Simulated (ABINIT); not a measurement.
# HfS2 in ABINIT: work function with PBE

Aim: the work function of HfS2 with PBE.

Everything below comes from runs of ABINIT 10.8.3 (patched build). Logs are shortened: lines on timing, memory, paths and dates and some standing lists are left out, and cuts for length are marked. The log counts tension as positive stress, the text compression.

**1. The structure**

The cell holds a slab with vacuum, 6 atoms: a = 3.640 Å, b = 3.640 Å, c = 23.914 Å, α = 90.00°, β = 90.00°, γ = 120.00°.

**2. Work function, PBE**

The input, run.abi:

```
pp_dirpath "./"
pseudos "S.GGA_PBE-JTH.xml, Hf.GGA_PBE-JTH.xml"

acell 6.8779684858 6.8779684858 45.1916072566
rprim
     1.0000000000     0.0000000000     0.0000000000
    -0.5000000000     0.8660254038     0.0000000000
     0.0000000000     0.0000000000     1.0000000000
ntypat 2
znucl 16 72
natom 6
typat 1 2 1 1 2 1
xred
     0.6666666700     0.3333333400     0.3136189836
     0.0000000000     0.0000000000     0.3733907102
     0.3333333300     0.6666666600     0.4331624368
     0.6666666700     0.3333333400     0.5668375632
     0.0000000000     0.0000000000     0.6266092898
     0.3333333300     0.6666666600     0.6863810164
chkprim 0
chksymtnons 0
tolsym 1.0e-6

ecut 20.0
pawecutdg 40.0
pawxcdev 0

kptopt 1
ngkpt 8 8 1
nshiftk 1
shiftk 0.0 0.0 0.0

ixc 11

nband 29
occopt 3
tsmear 0.05 eV

nstep 120
tolvrs 1.0e-9

iomode 3
prtwf 0
prteig 0
prtebands 0
enunit 1
prtvol 2
prtden 1
prtvha 1
prtvclmb 1
prtpot 1
```

Potentials or basis: JTH PAW PBE v2.0.

Started as:

```sh
$ mpirun --bind-to none -np 4 abinit run.abi > log 2>&1
```

run.abo:

```text
.Version 10.8.3 of ABINIT
 Symmetries : space group P-3 m 1 (#164); Bravais hP (primitive hexag.)
================================================================================
 Values of the parameters that define the memory need of the present run
     intxc =       0    ionmov =       0      iscf =      17    lmnmax =      18
     lnmax =       6     mgfft =     192  mpssoang =       3    mqgrid =   12867
     natom =       6  nloc_mem =       2    nspden =       1   nspinor =       1
    nsppol =       1      nsym =      12    n1xccc =       1    ntypat =       2
    occopt =       3   xclevel =       2
       mpw =        7943          nfft =      172800          nkpt =          10
Pmy_natom=         2
 PAW method is used; the additional fine FFT grid is defined by:
   mgfftf=       270    nfftf =    432000
================================================================================
================================================================================

--------------------------------------------------------------------------------
------------- Echo of variables that govern the present computation ------------
--------------------------------------------------------------------------------
 -outvars: echo values of preprocessed input variables --------
            acell      6.8779684858E+00  6.8779684858E+00  4.5191607257E+01 Bohr
              amu      3.20660000E+01  1.78490000E+02
          chkprim           0
      chksymtnons           0
             ecut      2.00000000E+01 Hartree
           enunit           1
              ixc          11
         kptrlatt        8    0    0      0    8    0      0    0    1
          kptrlen      5.50237479E+01
            natom           6
            nband          29
            ngfft          30      30     192
          ngfftdg          40      40     270
             nkpt          10
            nstep         120
             nsym          12
           ntypat           2
           occopt           3
        pawecutdg      4.00000000E+01 Hartree
         pawxcdev           0
        prtebands           0
           prteig           0
           prtpot           1
         prtvclmb           1
           prtvha           1
           prtvol           2
            prtwf           0
            rprim      1.0000000000E+00  0.0000000000E+00  0.0000000000E+00
                      -5.0000000000E-01  8.6602540380E-01  0.0000000000E+00
                       0.0000000000E+00  0.0000000000E+00  1.0000000000E+00
          spgroup         164
           tolsym      1.00000000E-06
           tolvrs      1.00000000E-09
           tsmear      1.83746611E-03 Hartree
            typat      1  2  1  1  2  1
           useylm           1
           xangst      1.8198320888E+00  1.0506805463E+00  7.4999999951E+00
                       0.0000000000E+00  0.0000000000E+00  8.9294031009E+00
                       1.6765457310E-16  2.1013610927E+00  1.0358806207E+01
                       1.8198320888E+00  1.0506805463E+00  1.3555562461E+01
                       0.0000000000E+00  0.0000000000E+00  1.4984965567E+01
                       1.6765457310E-16  2.1013610927E+00  1.6414368673E+01
            xcart      3.4389842429E+00  1.9854984784E+00  1.4172945935E+01
                       0.0000000000E+00  0.0000000000E+00  1.6874126329E+01
                       3.1682122692E-16  3.9709969568E+00  1.9575306722E+01
                       3.4389842429E+00  1.9854984784E+00  2.5616300534E+01
                       0.0000000000E+00  0.0000000000E+00  2.8317480928E+01
                       3.1682122692E-16  3.9709969568E+00  3.1018661322E+01
             xred      6.6666666667E-01  3.3333333333E-01  3.1361898360E-01
                       0.0000000000E+00  0.0000000000E+00  3.7339071020E-01
                       3.3333333333E-01  6.6666666667E-01  4.3316243680E-01
                       6.6666666667E-01  3.3333333333E-01  5.6683756320E-01
                       0.0000000000E+00  0.0000000000E+00  6.2660928980E-01
                       3.3333333333E-01  6.6666666667E-01  6.8638101640E-01
            znucl       16.00000   72.00000

================================================================================

 chkinp: Checking input parameters for consistency.

================================================================================
== DATASET  1 ==================================================================

--- !DatasetInfo
iteration_state: {dtset: 1, }
dimensions: {natom: 6, nkpt: 10, mband: 29, nsppol: 1, nspinor: 1, nspden: 1, mpw: 7943, }
cutoff_energies: {ecut:  20.0, pawecutdg:  40.0, }
[... 222 lines left out ...]
    6      0.00000000000000     0.00000000000000     0.21823985142418
 frms,max,avg= 9.1206792E-02 2.1823985E-01   0.000E+00  0.000E+00  0.000E+00 e/A
 length scales=  6.877968485800  6.877968485800 45.191607256600 bohr
              =  3.639664177525  3.639664177525 23.914368668048 angstroms
 Fermi (or HOMO) energy (eV) =  -1.96369   Average Vxc (eV)=  -5.28219
 Eigenvalues (   eV  ) for nkpt=  10  k points:
 kpt#   1, nband= 29, wtk=  0.01563, kpt=  0.0000  0.0000  0.0000 (reduced coord)
 -64.56324  -64.56323  -33.20659  -33.20658  -33.09227  -33.09227  -33.09225  -33.09225
 -15.48956  -15.40843  -14.07698  -13.94190   -6.86858   -6.41901   -5.27303   -5.27303
  -5.25992   -5.25992   -3.78269   -3.02850   -2.64523   -2.64523   -2.60086   -2.60086
  -0.52520   -0.52520   -0.51039   -0.51039    0.23181
 kpt#   2, nband= 29, wtk=  0.09375, kpt=  0.1250  0.0000  0.0000 (reduced coord)
 -64.56233  -64.56233  -33.20116  -33.20113  -33.12060  -33.12059  -33.09862  -33.09862
 -15.31191  -15.23161  -14.08654  -13.96420   -6.67421   -6.25553   -5.63340   -5.51401
  -5.18473   -5.16501   -3.63065   -3.61036   -3.35349   -3.03597   -2.97781   -2.83431
  -0.54286   -0.52156   -0.02345   -0.01253    0.53004
 kpt#   3, nband= 29, wtk=  0.09375, kpt=  0.2500  0.0000  0.0000 (reduced coord)
 -64.56013  -64.56013  -33.19132  -33.19130  -33.18470  -33.18469  -33.11387  -33.11387
 -14.85755  -14.78292  -14.09986  -14.00920   -6.36352   -6.09485   -5.95000   -5.72081
  -5.06785   -5.02699   -4.99175   -4.84847   -3.54875   -3.48025   -3.21138   -2.94992
  -0.90289   -0.85444    0.75156    0.77553    1.05350
 kpt#   4, nband= 29, wtk=  0.09375, kpt=  0.3750  0.0000  0.0000 (reduced coord)
 -64.55794  -64.55794  -33.25489  -33.25487  -33.17427  -33.17423  -33.12907  -33.12907
[... 18 lines left out ...]
 kpt#   8, nband= 29, wtk=  0.18750, kpt=  0.3750  0.1250  0.0000 (reduced coord)
 -64.55703  -64.55703  -33.26682  -33.26681  -33.16898  -33.16895  -33.15080  -33.15079
 -14.27235  -14.23761  -13.92322  -13.88556   -7.07917   -7.03155   -5.90112   -5.72990
  -5.02653   -4.95535   -4.82590   -4.71847   -4.35324   -4.25204   -3.93445   -3.67736
  -0.74886   -0.64103    1.17632    1.21208    1.52464
 kpt#   9, nband= 29, wtk=  0.09375, kpt=  0.2500  0.2500  0.0000 (reduced coord)
 -64.55703  -64.55703  -33.24557  -33.24556  -33.17444  -33.17443  -33.16707  -33.16704
 -14.14000  -14.08486  -14.06938  -14.04718   -6.58524   -6.55674   -6.10569   -5.94027
  -5.32480   -5.25703   -4.83669   -4.68776   -4.66984   -4.52730   -3.76379   -3.76154
   0.03612    0.07133    0.46856    0.68303    1.48677
 kpt#  10, nband= 29, wtk=  0.09375, kpt=  0.3750  0.2500  0.0000 (reduced coord)
 -64.55639  -64.55638  -33.24677  -33.24677  -33.19513  -33.19513  -33.16522  -33.16518
 -14.08496  -14.06824  -13.93434  -13.92152   -6.67466   -6.66050   -6.02597   -5.94560
  -5.60481   -5.60346   -4.65700   -4.61902   -4.52548   -4.41172   -4.12487   -4.08234
  -0.00623    0.02335    0.99418    1.07123    1.23211
 Total charge density [el/Bohr^3]
)     Maximum=    7.4185E-01  at reduced coord.    0.0000    0.0000    0.6259
)Next maximum=    7.4185E-01  at reduced coord.    0.0000    0.0000    0.3741
)     Minimum=   -2.2139E-01  at reduced coord.    0.3250    0.6500    0.4333
)Next minimum=   -2.2139E-01  at reduced coord.    0.3250    0.6750    0.4333
   Integrated=    4.8000E+01

--- !EnergyTerms
iteration_state     : {dtset: 1, }
comment             : Components of total free energy in Hartree
kinetic             :  2.82682818267992E+01
hartree             :  4.03205875806767E+02
xc                  : -3.28294677462728E+01
Ewald energy        :  2.86441207262774E+02
psp_core            :  5.14878105069370E+00
local_psp           : -8.00528235321384E+02
PAW spherical_terms : -3.14212093249184E+01
internal            : -1.41714766445542E+02
'-kT*entropy'       : -1.43638812888965E-08
total_energy        : -1.41714766459906E+02
total_energy_eV     : -3.85625524689949E+03
...

--- !EnergyTermsDC
iteration_state     : {dtset: 1, }
comment             : '"Double-counting" decomposition of free energy'
band_energy         : -3.26797595299677E+01
Ewald energy        :  2.86441207262774E+02
psp_core            :  5.14878105069370E+00
xc_dc               : -4.13025433959566E+02
PAW spherical_terms :  1.24004285799530E+01
internal            : -1.41714776596113E+02
'-kT*entropy'       : -1.43638812888965E-08
total_energy_dc     : -1.41714776610477E+02
total_energy_dc_eV  : -3.85625552311061E+03
...

--- !EnergyTermsWithPAWCore
iteration_state     : {dtset: 1, }
comment             : 'Components of total free energy, including PAW core contributions'
Total energy        : -3.17541067255927E+04
Total energy DC     : -3.17541067357433E+04
Total energy (eV)   : -8.64073263006207E+05
Total energy DC (eV): -8.64073263282418E+05
...

 Cartesian components of stress tensor (hartree/bohr^3)
  sigma(1 1)= -2.08592287E-05  sigma(3 2)=  0.00000000E+00
  sigma(2 2)= -2.08592288E-05  sigma(3 1)=  0.00000000E+00
  sigma(3 3)= -2.91448759E-05  sigma(2 1)=  0.00000000E+00

-Cartesian components of stress tensor (GPa)         [Pressure=  6.9496E-01 GPa]
- sigma(1 1)= -6.13699695E-01  sigma(3 2)=  0.00000000E+00
- sigma(2 2)= -6.13699698E-01  sigma(3 1)=  0.00000000E+00
- sigma(3 3)= -8.57471855E-01  sigma(2 1)=  0.00000000E+00

== END DATASET(S) ==============================================================
================================================================================

 -outvars: echo values of variables after computation  --------
            acell      6.8779684858E+00  6.8779684858E+00  4.5191607257E+01 Bohr
           etotal     -1.4171477661E+02
            fcart     -2.6099230015E-29  1.0547878232E-28 -4.2440893956E-03
                      -2.6099230015E-28  6.0273589897E-29 -4.4835484299E-04
                      -1.8269461010E-28  1.9588916717E-28  3.1781220704E-03
                       2.8709153016E-28 -6.1780429644E-28 -3.1781220704E-03
                       1.3049615007E-28  1.0547878232E-28  4.4835484299E-04
                       5.2198460029E-29  1.5068397474E-28  4.2440893956E-03
            rprim      1.0000000000E+00  0.0000000000E+00  0.0000000000E+00
                      -5.0000000000E-01  8.6602540380E-01  0.0000000000E+00
                       0.0000000000E+00  0.0000000000E+00  1.0000000000E+00
           strten     -2.0859228657E-05 -2.0859228756E-05 -2.9144875950E-05
                       0.0000000000E+00  0.0000000000E+00  0.0000000000E+00
           xangst      1.8198320888E+00  1.0506805463E+00  7.4999999951E+00
                       0.0000000000E+00  0.0000000000E+00  8.9294031009E+00
                       1.6765457310E-16  2.1013610927E+00  1.0358806207E+01
                       1.8198320888E+00  1.0506805463E+00  1.3555562461E+01
                       0.0000000000E+00  0.0000000000E+00  1.4984965567E+01
                       1.6765457310E-16  2.1013610927E+00  1.6414368673E+01
             xred      6.6666666667E-01  3.3333333333E-01  3.1361898360E-01
                       0.0000000000E+00  0.0000000000E+00  3.7339071020E-01
                       3.3333333333E-01  6.6666666667E-01  4.3316243680E-01
                       6.6666666667E-01  3.3333333333E-01  5.6683756320E-01
                       0.0000000000E+00  0.0000000000E+00  6.2660928980E-01
                       3.3333333333E-01  6.6666666667E-01  6.8638101640E-01
 Calculation completed.
```

Run time: 2.7 min. Hardware: 4 MPI ranks of Arm Neoverse V2, shared host; peak memory 0.92 GiB.

Results:

```
Free energy                                           : -3856.2555 eV
Largest force                                         : 0.218 eV/Å
Band gap on the k mesh                                : 1.30 eV, indirect (least direct gap 2.05 eV)
Valence electrons inside the program's atomic spheres : S 3.61, 3.62; Hf 9.40
Work function                                         : 5.77 eV
```

Forces in eV/Å, atoms in the order of the input:
```
S    0.000  0.000 -0.218
Hf   0.000  0.000 -0.023
S    0.000  0.000  0.163
S    0.000  0.000 -0.163
Hf   0.000  0.000  0.023
S    0.000  0.000  0.218
```

Caveat: spin-orbit coupling is left out, which moves the levels of the heavy elements.
